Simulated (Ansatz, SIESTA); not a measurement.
**SiC: programs and potentials compared**

```
Si C
1.0
     3.09500    0.00000    0.00000
    -1.54750    2.68035    0.00000
     0.00000    0.00000   15.17000
Si C
6 6
Direct
  0.66667 0.33333 0.45830
  0.33333 0.66667 0.95830
  0.66667 0.33333 0.79170
  0.33333 0.66667 0.29170
  0.00000 0.00000 0.62500
  0.00000 0.00000 0.12500
  0.66667 0.33333 0.33330
  0.33333 0.66667 0.83330
  0.66667 0.33333 0.66670
  0.33333 0.66667 0.16670
  0.00000 0.00000 0.50000
  0.00000 0.00000 0.00000
```

Alike in all runs: task band structure; functional PBE; k mesh 10 × 10 × 2; occupations fermi-dirac, width 0.05 eV; no spin polarisation; no spin-orbit coupling. Pressure is positive in compression and, in plane waves, holds the error of the finite cutoff, which Ansatz's Pulay term estimates and takes out. Gaps are the smaller of the mesh's and the band path's.

| program and potentials | plane-wave cutoff (eV) | notes | band gap (eV) | pressure (GPa) | largest force (eV/Å) |
| --- | --- | --- | --- | --- | --- |
| Ansatz, Ansatz PAW | 420 | Pulay term of +0.29 GPa included | 2.02 | 0.23 | 0.142 |
| SIESTA, files PseudoDojo sr-pbe-0.4.1-standard, TZP (energy shift 0.005 Ry) | - | atomic basis | 2.02 | 3.23 | 0.145 |
| SIESTA, files PseudoDojo sr-pbe-0.4.1-standard, DZP (energy shift 0.002 Ry) | - | atomic basis | 2.01 | 3.44 | 0.138 |
| SIESTA, files PseudoDojo sr-pbe-0.4.1-standard, TZDP (energy shift 0.01 Ry) | - | atomic basis | 2.03 | 1.32 | 0.113 |
| Ansatz, SPMS NC | 1034 | Pulay term of +0.25 GPa included | 2.02 | 0.31 | 0.141 |
| Ansatz, Ansatz PAW (files of its older set among them) | 820 | - | 2.02 | 0.23 | 0.142 |
| Ansatz, Ansatz NC | 1116 | - | 2.01 | 0.41 | 0.141 |
| SIESTA, files PseudoDojo sr-pbe-0.4.1-standard, DZP (energy shift 0.01 Ry) | - | atomic basis | 1.99 | 1.90 | 0.130 |

Force on atom 12 (C), eV/Å:

```
                                                     program and potentials      x      y       z
                                                         Ansatz, Ansatz PAW  0.000  0.000  -0.142
SIESTA, files PseudoDojo sr-pbe-0.4.1-standard, TZP (energy shift 0.005 Ry)  0.000  0.000  -0.145
SIESTA, files PseudoDojo sr-pbe-0.4.1-standard, DZP (energy shift 0.002 Ry)  0.000  0.000  -0.138
SIESTA, files PseudoDojo sr-pbe-0.4.1-standard, TZDP (energy shift 0.01 Ry)  0.000  0.000  -0.113
                                                            Ansatz, SPMS NC  0.000  0.000  -0.141
                     Ansatz, Ansatz PAW (files of its older set among them)  0.000  0.000  -0.142
                                                          Ansatz, Ansatz NC  0.000  0.000  -0.141
 SIESTA, files PseudoDojo sr-pbe-0.4.1-standard, DZP (energy shift 0.01 Ry)  0.000  0.000  -0.130
```

The band gap spans 1.99 (SIESTA, files PseudoDojo sr-pbe-0.4.1-standard, DZP (energy shift 0.01 Ry)) to 2.03 eV (SIESTA, files PseudoDojo sr-pbe-0.4.1-standard, TZDP (energy shift 0.01 Ry)). The pressure spans 0.23 (Ansatz, Ansatz PAW (files of its older set among them)) to 3.44 GPa (SIESTA, files PseudoDojo sr-pbe-0.4.1-standard, DZP (energy shift 0.002 Ry)). The paths' points differ, which is worth about 0.01 eV. Rows in atomic bases carry the error of their basis and grid, which can be large.

The functional is the same throughout but for its coding, so the spread measures potentials, basis and numerics; runs on potential files found faulty are left out.
